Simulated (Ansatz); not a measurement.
# Au (omega type): the cost of one run

Method: DFT, PBE, PAW with Ansatz's default frozen-core files, scalar-relativistic, in Ansatz 0.2.0.

1 further run of the same task is left out (set aside as unsound or not needed).

## 1. The starting structure

It takes space group P6/mmm (No. 191, hexagonal). The conventional cell has a = 4.646 Å, b = 4.646 Å, c = 2.881 Å, α = 90.00°, β = 90.00°, γ = 120.00°. Au (site symmetry 6/mmm) is surrounded by 14 Au at 2.88 to 3.04 Å. Au (site symmetry -6m2) has 11 Au at 2.68 to 3.04 Å as nearest neighbours.

Coordinates:

```
CELL_PARAMETERS angstrom
4.64635 0.00000 0.00000
-2.32318 4.02386 0.00000
0.00000 0.00000 2.88074
ATOMIC_POSITIONS crystal
Au 0.00000 0.00000 0.00000
Au 0.33333 0.66667 0.50000
Au 0.66667 0.33333 0.50000
```

Whether this phase is the stable one at these pressures isn't tested.

Atoms are numbered in the order of the input: Au1, Au2, Au3.

## 2. Cell relaxed at zero pressure, PAW

input.yaml

```yaml
crystal:
  lattice:
    - [4.646350716, 0.0, 0.0]
    - [-2.323175358, 4.023857755, 0.0]
    - [0.0, 0.0, 2.880737444]
  atoms:
    - { symbol: Au, position: [0.0, 0.0, 0.0] }
    - { symbol: Au, position: [0.3333333333, 0.6666666667, 0.5] }
    - { symbol: Au, position: [0.6666666667, 0.3333333333, 0.5] }
kpoints:
  mp_grid: { grid: [9, 9, 12] }
scf:
  occupations: { method: fermi_dirac, width: 0.08 }
hamiltonian:
  xc: pbe
  pseudopotentials: { kind: paw }
output:
  forces: true
  stress: true
relax:
  f_tol: 0.005
  max_steps: 40
  cell: {}
```

Command:

```console
$ ansatz run input.yaml --threads 1 --pin off --max-ram 3072MiB --backend cpu --events-out ev --progress --plain --runs-dir out
```

What time and memory should one allow on 1 thread of Arm Neoverse V2, shared host?

About 28 s, with a peak of 0.39 GiB.
